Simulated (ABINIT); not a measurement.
Runs of ABINIT 10.8.3 (patched build) on Pb. Symmetry: Fm-3m, No. 225, cubic system. Conventional cell: a = 4.950 Å, b = 4.950 Å, c = 4.950 Å, α = 90.00°, β = 90.00°, γ = 90.00°. Pb (site symmetry m-3m) has 12 Pb at 3.50 Å as nearest neighbours. 

| task | level | potentials or basis | k mesh | cutoff (eV) | fine-grid cutoff | mesh quality | gap on the mesh (eV) | V0 of scaled cells (Å³/atom) | B0 (GPa) |
| --- | --- | --- | --- | --- | --- | --- | --- | --- | --- |
| single point | r2SCAN | JTH PAW PBE v2.0 | 4 × 4 × 4 | 544 | 1088.46 eV | coarse | none | - | - |
| band structure | PW91 | JTH PAW PBE v2.0 sp | 9 × 9 × 9 | 408 | 816.342 eV | not flagged | none | - | - |
| single point | PBE | JTH PAW PBE v2.0 | 12 × 12 × 12 | 463 | 925.187 eV | not flagged | none | - | - |
| single point | r2SCAN | JTH PAW PBE v2.0 | 7 × 7 × 7 | 544 | 1088.46 eV | not flagged | none | - | - |
| equation of state | PBE | JTH PAW PBE v2.0 sp | 9 × 9 × 9 | 408 | 816.342 eV | not flagged | - | (a) | 41 |
| equation of state | PBEsol | JTH PAW PBE v2.0 | 9 × 9 × 9 | 626 | 1224.51 eV | not flagged | - | 29.99 | 49 |

Alike in all rows: no spin polarisation; cell as given; smearing fermi-dirac 0.05 eV.

Question: Estimate the missing entries.

Answer: (a) 31.91.

Caveats: some runs use coarse meshes; the PAW data sets were made with another functional, which shifts forces and pressure a little (some runs); this set keeps more shells in the core, which shifts pressures and gaps (some runs); pressures at fixed basis lie under the slope of the energies (some runs); spin-orbit coupling is left out, which moves the levels of the heavy elements (some runs).

A k mesh can miss the band edges, and the runs leave out spin-orbit coupling on Pb.

A gap of «none» marks a metal or a gap under the smearing width.

The runs don't all hold the same shells in valence.
